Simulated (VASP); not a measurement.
A run of VASP 6.6.1 is set up as follows.

Contents of INCAR:

```
SYSTEM = Pb
ALGO = Fast
EDIFF = 1E-7
EDIFFG = -0.01
ENCUT = 600
GGA = PS
IBRION = 2
ISIF = 3
ISMEAR = -1
LASPH = .True.
LCHARG = .False.
LREAL = .False.
LWAVE = .False.
NELM = 100
NSW = 40
PREC = Accurate
PSTRESS = 0
SIGMA = 0.05
```

The input KPOINTS:

```
k-points
0
Gamma
  9 9 5
  0 0 0
```

The input POSCAR:

```
Pb
1.0
    3.4800000000      0.0000000000      0.0000000000
   -1.7400000000      3.0137684052      0.0000000000
    0.0000000000      0.0000000000      5.5900000000
Pb
2
Direct
    0.6666666667      0.3333333333      0.7500000000
    0.3333333333      0.6666666667      0.2500000000
```

Potentials or basis: VASP PAW PBE potentials, release 64 (Pb_d).

Launch:

```sh
$ cat potpaw_PBE.64/Pb_d/POTCAR > POTCAR
$ mpirun -np 1 vasp_std > vasp.out
```

Question: Estimate the band gap on the k mesh.

Answer: None (metal or under the smearing width).

Question: What does it give for the relaxed volume?

Answer: 29.80 Å³/atom.

Question: Predict the relaxed cell.

Answer: a = 3.431 Å, b = 3.431 Å, c = 5.845 Å, α = 90.00°, β = 90.00°, γ = 120.00°.

Step by step:
| step | energy change (eV) | largest force (eV/Å) | pressure (GPa) | volume (Å³) |
| --- | --- | --- | --- | --- |
| 1 | 0.0000 | 0.0000 | 1.09 | 58.63 |
| 2 | -0.0241 | 0.0000 | -0.57 | 60.32 |
| 3 | -0.0249 | 0.0000 | -0.86 | 60.68 |
| 4 | -0.0305 | 0.0000 | -0.05 | 59.65 |
| 5 | -0.0305 | 0.0000 | -0.02 | 59.64 |
| 6 | -0.0305 | 0.0000 | 0.00 | 59.61 |

Caveat: the PAW data sets were made with another functional, which shifts forces and pressure a little. The run has no spin-orbit coupling, so splittings on Pb are missing.
